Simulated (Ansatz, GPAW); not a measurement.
Given: the input of a run of GPAW 26.7.0 (ASE script) on Co. 

Contents of run.py:

```python
from ase import Atoms
from ase.dft.bandgap import bandgap
from ase.io import write
from ase.units import Bohr, GPa
from gpaw import GPAW, PW
from gpaw.elf import elf_from_dft_calculation

atoms = Atoms(['Co', 'Co'],
              cell=[[2.4719999032, 0.0, 0.0],
                    [-1.2359999516, 2.1408147143, 0.0],
                    [0.0, 0.0, 4.02114408]],
              scaled_positions=[[0.6666666667, 0.3333333333, 0.75],
                                [0.3333333333, 0.6666666667, 0.25]],
              pbc=True)
atoms.set_initial_magnetic_moments([2.0, 2.0])

calc = GPAW(mode=PW(600),
            xc='PBE',
            kpts={'size': (12, 12, 7), 'gamma': True},
            occupations={'name': 'methfessel-paxton', 'order': 0, 'width': 0.016},
            nbands=21,
            convergence={'density': 1e-05, 'energy': 1e-05},
            maxiter=150,
            txt='gpaw.txt')
atoms.calc = calc
energy = atoms.get_potential_energy()
forces = atoms.get_forces()
stress = atoms.get_stress()
calc.write('gs.gpw')
write('result.traj', atoms)
print(f'Energy: {energy:.6f} eV')
print('Forces (eV/A):')
print(forces.round(4))
print('Stress (GPa):', (stress / GPa).round(3))
print('Moments:', calc.get_magnetic_moments().round(3))
print('Fermi level:', round(calc.get_fermi_level(), 4), 'eV')
print(f'Gap: {bandgap(calc)[0]:.4f} eV, direct: {bandgap(calc, direct=True)[0]:.4f} eV')

# fields on the real-space grid
write('density.cube', atoms, data=calc.get_pseudo_density() * Bohr**3)
write('potential.cube', atoms, data=calc.get_electrostatic_potential())
write('spin.cube', atoms, data=(calc.get_pseudo_density(spin=0) - calc.get_pseudo_density(spin=1)) * Bohr**3)
write('elf.cube', atoms, data=elf_from_dft_calculation(calc).data)
```

Potentials or basis: GPAW PAW data sets (gpaw-data 1.2.1), pw.

Launch:

```sh
$ OMP_NUM_THREADS=1 python run.py
```

Q: Translate it to Ansatz 0.2.0. Potentials or basis there: all-electron LAPW, scalar-relativistic.

A: As run (cutoffs and basis follow the program's own potentials, and thresholds, step limits or extra output files can differ):

Contents of input.yaml:

```yaml
crystal:
  lattice:
    - [2.4719999032, 0.0, 0.0]
    - [-1.2359999516, 2.1408147143, 0.0]
    - [0.0, 0.0, 4.02114408]
  atoms:
    - { symbol: Co, position: [0.6666666667, 0.3333333333, 0.75], spin: 2.0 }
    - { symbol: Co, position: [0.3333333333, 0.6666666667, 0.25], spin: 2.0 }
kpoints:
  mp_grid: { grid: [12, 12, 7] }
scf:
  occupations: { method: gaussian, width: 0.016 }
hamiltonian:
  xc: pbe
  pseudopotentials: { kind: all_electron, lapw: { basis_error: 0.001 } }
magnetization:
  spin_polarized: true
output:
  forces: true
  stress: true
  eigenvalues: true
```

Potentials or basis: all-electron LAPW, scalar-relativistic.

Command:

```console
$ ansatz run input.yaml --threads 2 --pin off --max-ram 6144MiB --backend cpu --events-out ev --progress --plain --runs-dir out
```

Both were run:

|  | GPAW | Ansatz |
| --- | --- | --- |
| Pressure | 4.8 GPa | 4.6 GPa |
| Net moment | 3.22 μB per cell | 3.22 μB per cell |

Where Ansatz's input types no cutoff or centring, it takes its own default and a Γ-centred mesh.

The magnetic state is the one that the start led to; the real crystal's order can differ.

Pressure is positive in compression.
